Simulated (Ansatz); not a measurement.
## SiC: moving C off its site

SiC, F-43m, a = 4.380 Å. The compound has several low-lying forms, and this is one of them. Ansatz: PBE, PAW, 420 eV, Γ-centred 6×6×6 mesh on 8 atoms, Gaussian smearing 0.05 eV; no spin polarisation.

```xyz
8
Lattice="4.3797 0.0000 0.0000 0.0000 -4.3797 0.0000 0.0000 0.0000 -4.3797" Properties=species:S:1:pos:R:3 pbc="T T T"
Si    0.0000    0.0000    0.0000
Si    2.1899   -2.1899    0.0000
Si    2.1899    0.0000   -2.1899
Si    0.0000   -2.1899   -2.1899
C     3.2848   -3.2848   -3.2848
C     1.0949   -1.0949   -3.2848
C     1.0949   -3.2848   -1.0949
C     3.2848   -1.0949   -1.0949
```

Atom 5 (C) moves by x along the unit vector (0.000, 0.000, 1.000), with its periodic images; all else is held. y is the free energy of the cell over the start, F the force along the path summed over the moved atoms. Symmetry makes y even in x.

```
 x (Å) y (meV) F (eV/Å)
-0.200        ?         ?
-0.120    160.9      2.67
-0.040     18.0      0.90
 0.000      0.0      0.00
 0.060     40.4     -1.34
 0.080     71.7     -1.79
 0.100    111.9     -2.23
 0.140    218.5     -3.10
 0.160    284.8     -3.53
 0.180    359.6     -3.95
```

Problem. Fit y = c2 x² + c4 x⁴ to the energies of the other rows, give the force constant, and predict energy and force of the missing row.

Solution. Least squares on the rows shown. y = 11230 x² − 4065.9 x⁴. The force constant is 2 c2 = 22.5 eV/Å² (for all images moving together, not for a lone atom). The force −dy/dx at the missing row is 4.36 eV/Å (computed 4.36). At x = -0.200 the fit asked for gives 442.7 meV. The run gave 442.7 meV, the same to the digits shown.